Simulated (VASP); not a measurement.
Set up this calculation in VASP 6.6.1, as the native input.

* Task: single point
* Functional: RPBE
* Potentials or basis: VASP PAW PBE potentials, release 64 (Ni)
* Cutoff: 520 eV
* k mesh: 31 × 31 × 31
* Occupations: methfessel-paxton, width 0.1 eV
* Spin: collinear spin, ferromagnetic start
* Starting moments: [0.8] μB
* Further INCAR settings: ALGO = Normal; EDIFF = 1e-07; NBANDS = 15

The structure of Ni lies in POSCAR:

```
Ni
1.0
    0.0000000000      1.7600000000      1.7600000000
    1.7600000000      0.0000000000      1.7600000000
    1.7600000000      1.7600000000      0.0000000000
Ni
1
Direct
    0.0000000000      0.0000000000      0.0000000000
```

The cell was built by a generator and needn't be a form met in nature.

The input as run:

INCAR

```
ALGO = Normal
EDIFF = 1E-7
ENCUT = 520
GGA = RP
ISIF = 2
ISMEAR = 1
ISPIN = 2
LASPH = T
LCHARG = F
LMAXMIX = 4
LORBIT = 11
LREAL = F
LWAVE = F
MAGMOM = 0.8
NBANDS = 15
NELM = 120
PREC = Accurate
SIGMA = 0.1
```

KPOINTS

```
k-points
0
Gamma
  31 31 31
```

Potentials or basis: VASP PAW PBE potentials, release 64 (Ni).

Command:

```sh
$ cat potpaw_PBE.64/Ni/POTCAR > POTCAR
$ mpirun -np 1 vasp_std > vasp.out
```

It gave:

```yaml
Pressure: 5.4 GPa
Band_gap_on_the_k_mesh: none (metal or under the smearing width)
Net_moment: 0.65 μB per cell
Site_moments: Ni +0.66 μB
Valence_electrons_inside_the_program's_atomic_spheres: Ni 9.30
```

Caveat: the PAW data sets were made with another functional, which shifts forces and pressure a little.

Wall time 5 min on 1 thread of Intel(R) Xeon(R) Platinum 8259CL CPU @ 2.50GHz (Skylake/Cascade Lake) (shared host), peak memory 0.3 GiB.
